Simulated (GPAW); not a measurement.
# ZnS (Wurtzite-2H) (P6_3mc) in GPAW: settings compared

One crystal, ZnS (Wurtzite-2H), is run at these levels: PBEint, PBE, LDA; tasks: band structure, equation of state, dielectric tensor.

Program: GPAW 26.7.0. These are calculated values, not measurements. Logs are shortened: lines on timing, memory, paths and dates and some standing lists are left out, and cuts for length are marked. The log counts tension as positive stress, the text compression.

**The experiment to reproduce.**

From a printed reference work, monograph, for a bulk crystal of ZnS at 4 K: band gap 3.911 eV (direct).

The results are compared with them further down.

### 1 The structure

Symmetry: P6_3mc, No. 186, hexagonal system. The conventional cell has a = 3.811 Å, b = 3.811 Å, c = 6.234 Å, α = 90.00°, β = 90.00°, γ = 120.00°. Zn (site symmetry 3m) is surrounded by 4 S at 2.31 to 2.40 Å. Around S (site symmetry 3m) lie 4 Zn at 2.31 to 2.40 Å.

### 2 Band structure, PBEint

run.py

```python
from ase.dft.bandgap import bandgap
from ase.io import read, write
from ase.units import GPa
from gpaw import GPAW, PW, setup_paths

setup_paths.insert(0, '.')

atoms = read('ZnS.xyz')

calc = GPAW(mode=PW(600),
            xc='GGA_X_PBEINT+GGA_C_PBEINT',
            kpts={'size': (6, 6, 3), 'gamma': True},
            occupations={'name': 'fermi-dirac', 'width': 0.05},
            nbands=31,
            convergence={'density': 1e-05, 'energy': 1e-05},
            maxiter=150,
            txt='gpaw.txt')
atoms.calc = calc
energy = atoms.get_potential_energy()
forces = atoms.get_forces()
stress = atoms.get_stress()
calc.write('gs.gpw')
write('result.traj', atoms)
print(f'Energy: {energy:.6f} eV')
print('Forces (eV/A):')
print(forces.round(4))
print('Stress (GPa):', (stress / GPa).round(3))
print('Fermi level:', round(calc.get_fermi_level(), 4), 'eV')
print(f'Gap: {bandgap(calc)[0]:.4f} eV, direct: {bandgap(calc, direct=True)[0]:.4f} eV')

path = atoms.cell.bandpath('GMKGALHA,LM,KH', npoints=80, eps=1e-4)
bs_calc = calc.fixed_density(kpts=path, symmetry='off', nbands=48,
                             convergence={'bands': 'CBM+6.0', 'eigenstates': 1e-6}, txt='bands.txt')
bs = bs_calc.band_structure()
bs.write('bs.json')
print(f'Gap on the path: {bandgap(bs_calc)[0]:.4f} eV')
```

ZnS.xyz

```xyz
4
Lattice="3.8110000000 0.0000000000 0.0000000000 -1.9055000000 3.3004228138 0.0000000000 0.0000000000 0.0000000000 6.2340000000" Properties=species:S:1:pos:R:3 pbc="T T T"
Zn     1.9055000002      1.1001409378      3.1170000000
Zn    -0.0000000002      2.2002818760      0.0000000000
S      1.9055000002      1.1001409378      5.5170900000
S     -0.0000000002      2.2002818760      2.4000900000
```

Potentials or basis: PAW data sets generated in the run's folder for this functional, pw.

Command:

```sh
$ gpaw-setup -f GGA_X_PBEINT+GGA_C_PBEINT S Zn
$ OMP_NUM_THREADS=1 python run.py
```

gpaw.txt:

```text
__  _  _
 | _ |_)|_||  |
 |__||  | ||/\| - 26.7.0

Input parameters:
  mode=PW(ecut=600.0),
  convergence={'density': 1e-05, 'energy': 1e-05},
  kpts=MonkhorstPack(size=(6, 6, 3), gamma=True),
  maxiter=150,
  nbands=31,
  occupations=Occupations(name='fermi-dirac', width=0.05),
  xc=XC(name='GGA_X_PBEINT+GGA_C_PBEINT')

Diagonalizing LCAO Hamiltonian
Converting LCAO to pw mode

            S

            Zn
        S

        Zn

Atoms  # Å, Bohr magnetons
|   | symbol |         x |        y |        z |    initial magnetic moments |
|---|--------|-----------|----------|----------|-----------------------------|
| 0 |     Zn |  1.905500 | 1.100141 | 3.117000 | ( 0.0000,  0.0000,  0.0000) |
| 1 |     Zn | -0.000000 | 2.200282 | 0.000000 | ( 0.0000,  0.0000,  0.0000) |
| 2 |      S |  1.905500 | 1.100141 | 5.517090 | ( 0.0000,  0.0000,  0.0000) |
| 3 |      S | -0.000000 | 2.200282 | 2.400090 | ( 0.0000,  0.0000,  0.0000) |

Unit cell  # Å
| periodic |         x |        y |        z |  lengths |     angles |
|----------|-----------|----------|----------|----------|------------|
|      yes |  3.811000 | 0.000000 | 0.000000 | 3.811000 |  90.000000 |
|      yes | -1.905500 | 3.300423 | 0.000000 | 3.811000 |  90.000000 |
|      yes |  0.000000 | 0.000000 | 6.234000 | 6.234000 | 120.000000 |

Number of symmetries: 6
Symmetry operations  # r_c * U_cc + t_c -> r_c
|   | kind |            matrix            |
|---|------|------------------------------|
| 0 |  σ   |  1, 1, 0,  0,-1, 0,  0, 0, 1 |
| 1 |  E   |  1, 0, 0,  0, 1, 0,  0, 0, 1 |
| 2 |  C3  |  0, 1, 0, -1,-1, 0,  0, 0, 1 |
| 3 |  σ   |  0,-1, 0, -1, 0, 0,  0, 0, 1 |
| 4 |  σ   | -1, 0, 0,  1, 1, 0,  0, 0, 1 |
| 5 |  C3  | -1,-1, 0,  1, 0, 0,  0, 0, 1 |

BZ-sampling:
  Number of BZ points: 108
  Number of IBZ points: 17

  Monkhorst-Pack size: [6, 6, 3]
  Monkhorst-Pack shift: [0.08333333333333333, 0.08333333333333333, 0.0]

K-points  # in reciprocal-cell coordinates
|     |                                coordinates |     weight |
|-----|--------------------------------------------|------------|
|   0 | (  0.00000000,   0.00000000,   0.00000000) | 0.00925926 |
|   1 | (  0.00000000,   0.00000000,   0.33333333) | 0.01851852 |
|   2 | (  0.16666667,   0.00000000,  -0.33333333) | 0.05555556 |
|   3 | (  0.16666667,   0.00000000,   0.00000000) | 0.05555556 |
|   4 | (  0.16666667,   0.00000000,   0.33333333) | 0.05555556 |
|   5 | (  0.33333333,  -0.16666667,   0.00000000) | 0.05555556 |
|   6 | (  0.33333333,  -0.16666667,   0.33333333) | 0.11111111 |
|   7 | (  0.33333333,   0.00000000,  -0.33333333) | 0.05555556 |
|   8 | (  0.33333333,   0.00000000,   0.00000000) | 0.05555556 |
|   9 | (  0.33333333,   0.00000000,   0.33333333) | 0.05555556 |
| ... |                                            |            |
|  16 | (  0.50000000,   0.50000000,   0.33333333) | 0.05555556 |

Plane wave coefficients: 2641
Cutoff: 600.0 eV

Spin-components: 1 (collinear spins)
Bands:           31
Projectors:      22
Spin-degeneracy: 2
Datatype:        complex128

Parallelization:
  kpt:    1
  domain: 1
  band:   1

Density:
  Valence electrons: 36.0
  Components: 1
  Grid points: [24 24 36]
  Charge: 0.0  # |e|

Potential:
  Grid points: [24 24 36]

species:
  Zn:
    name:    Zinc
    Z:       30.0
    valence: 12
    core:    18
    charge:  0.0  # [|e|]
    compensation charges:
      type: gauss
      rc: 0.37  # [Å]
      lmax: 2
    cutoffs:
      filter: 2.14  # [Å]
      core: 2.28  # [Å]
    projectors
    | kind |    occ | energy [eV] | rcut [Å] |
    |------|--------|-------------|----------|
    |   4s |  2.000 |      -5.908 |    1.286 |
    |   4p |  0.000 |      -1.049 |    1.270 |
    |   3d | 10.000 |     -10.097 |    1.180 |
    |    s |        |      21.304 |    1.286 |
    |    p |        |      26.163 |    1.270 |
    |    d |        |      17.114 |    1.180 |

    Using partial waves for Zn as LCAO basis

  S:
    name:    Sulfur
    Z:       16.0
    valence: 6
    core:    10
    charge:  0.0  # [|e|]
    compensation charges:
      type: gauss
      rc: 0.24  # [Å]
      lmax: 2
    cutoffs:
      filter: 1.77  # [Å]
      core: 1.66  # [Å]
    projectors
    | kind |    occ | energy [eV] | rcut [Å] |
    |------|--------|-------------|----------|
    |   3s |  2.000 |     -17.162 |    0.974 |
    |   3p |  4.000 |      -6.943 |    0.979 |
    |    s |        |      10.049 |    0.974 |
    |    p |        |      20.268 |    0.979 |
    |    d |        |       0.000 |    0.900 |

    Using partial waves for S as LCAO basis

Reference energy: -119332.004708  # eV

eigensolver:
  PPCG
  Converge bands: occupied
  niter=2

density mixing:
  MSR1-Mixer
  Pratt-step length: 0.05
  Maximum mixing coefficient: 0.75
  Old densities: 10
  SVD Regularization: 0.005
  Good broyden scale: 1.0
  Trust region scale: 1.0
  Backstep threshold: 4.0
  History deletion threshold: 6.0
  Fourier metric: weight=20.0, sigma=0.015

occupation numbers:
  Fermi-Dirac:
    width: 0.0500  # eV

poisson solver:
  ecut: 4800.0  # eV

xc functional:
  name: GGA_X_PBEINT+GGA_C_PBEINT with 2 nearest neighbor stencil

convergence criteria:
- Maximum integral of absolute [dens]ity change: 1e-05 electrons / valence electron
- Maximum [total energy] change in last 3 cyles: 1e-05 eV / valence electron
- Maximum integral of absolute [eigenst]ate change: 4e-08 eV^2 / valence electron
maximum number of iterations: 150

SCF iterations
|iter     | |      energy | eigst |  dens |
|---------|-|-------------|-------|-------|
|iter:   1| |  -15.282305 | +0.09 |       |
|iter:   2| |  -15.125544 | -1.54 | -1.20 |
|iter:   3| |  -14.585470 | -1.39 | -1.24 |
|iter:   4| |  -14.588435 | -2.52 | -1.80 |
|iter:   5| |  -14.592126 | -3.59 | -2.25 |
|iter:   6| |  -14.592209 | -4.48 | -3.08 |
|iter:   7| |  -14.592283c| -5.25 | -3.48 |
|iter:   8| |  -14.592295c| -6.07 | -3.94 |
|iter:   9| |  -14.592295c| -7.64c| -4.66 |
|iter:  10| |  -14.592295c| -8.30c| -4.97 |
|iter:  11| |  -14.592295c| -8.41c| -5.53c|

Converged in 11 steps
Energy contributions relative to reference atoms: (reference = -119332.004708)

Energy contributions:
  Kinetic:          17.956675
  Coulomb:         -14.959108
  Zero:              0.089559
  External:          0.000000
  Xc:              -17.679420
  Entropy:          -0.000000
  Spinorbit:         0.000000
  ----------------------------
  Free energy:     -14.592295
  Extrapolated:    -14.592295

dipole moment: (0.000000, 0.000000, -7.441863)  # |e|*Ang

Fermi level: 4.790
Eigenvalues  # (at kpt = [0.000, 0.000, 0.000])
| band index |      eig [eV] | occ [0-2] |
|------------|---------------|-----------|
|          0 |        -9.399 |     2.000 |
|        ... |               |           |
|         10 |        -2.007 |     2.000 |
|         11 |        -1.853 |     2.000 |
|         12 |        -1.402 |     2.000 |
|         13 |         2.930 |     2.000 |
|         14 |         2.930 |     2.000 |
|         15 |         3.785 |     2.000 |
[... 8 lines left out ...]
|         24 |        11.318 |     0.000 |
|         25 |        13.026 |     0.000 |
|        ... |               |           |
|         30 |        15.946 |     0.000 |

Gap: 2.194 eV
Transition (v -> c):
  (s=0, k=0, n=17, [0.00, 0.00, 0.00]) -> (s=0, k=0, n=18, [0.00, 0.00, 0.00])
No difference between direct/indirect transitions

Forces  # eV/Ang
|        x |        y |        z |
|----------|----------|----------|
|  0.00000 |  0.00000 |  0.32009 |  # Zn   0
| -0.00000 |  0.00000 |  0.32011 |  # Zn   1
|  0.00000 |  0.00000 | -0.32007 |  # S    2
|  0.00000 | -0.00000 | -0.32008 |  # S    3

Stress tensor  # eV/Ang^3
|         x |         y |         z |
|-----------|-----------|-----------|
| -0.005247 |  0.000000 | -0.000000 |
|  0.000000 | -0.005247 |  0.000000 |
| -0.000000 |  0.000000 |  0.007746 |

# Writing to gs.gpw (mode='')
```

It took 74 s on 1 thread of Intel Xeon 6975P-C (Granite Rapids), shared host; peak memory 0.44 GiB.

What came out:

```yaml
Free_energy: -14.5923 eV
Pressure: 0.1 GPa
Largest_force: 0.320 eV/Å
Band_gap_on_the_k_mesh: 2.19 eV, direct
Band_gap_along_the_path: 2.19 eV, direct
```

Forces on the atoms (eV/Å):
```
Zn   0.000  0.000  0.320
Zn   0.000  0.000  0.320
S    0.000  0.000 -0.320
S    0.000  0.000 -0.320
```

Stress tensor (GPa, compression positive):
```
 0.84  0.00  0.00
 0.00  0.84  0.00
 0.00  0.00 -1.24
```

Levels at the corners of the path, in eV from the valence-band top:
```tsv
point	band 14	band 15	band 16	band 17	band 18	band 19	band 20	band 21	band 22	band 23
Γ	-0.87	-0.87	-0.01	-0.01	0.00	2.19	2.94	6.21	6.21	6.52
M	-4.23	-3.19	-2.27	-1.58	-0.99	3.54	4.22	5.09	7.03	7.36
K	-4.37	-3.91	-2.24	-2.24	-2.24	4.36	5.90	5.90	7.80	7.82
Γ	-0.87	-0.87	-0.01	-0.01	0.00	2.19	2.94	6.21	6.21	6.52
A	-2.78	-0.46	-0.46	-0.46	-0.46	3.46	3.46	6.63	6.63	6.63
L	-4.92	-1.68	-1.68	-1.54	-1.54	3.54	3.54	5.06	5.06	8.88
H	-4.79	-3.15	-3.15	-1.26	-1.26	4.47	4.47	6.38	6.38	7.26
A	-2.78	-0.46	-0.46	-0.46	-0.46	3.46	3.46	6.63	6.63	6.63
L	-4.92	-1.68	-1.68	-1.54	-1.54	3.54	3.54	5.06	5.06	8.88
M	-4.23	-3.19	-2.27	-1.58	-0.99	3.54	4.22	5.09	7.03	7.36
K	-4.37	-3.91	-2.24	-2.24	-2.24	4.36	5.90	5.90	7.80	7.82
H	-4.79	-3.15	-3.15	-1.26	-1.26	4.47	4.47	6.38	6.38	7.26
```

[end of part 1 of 2]
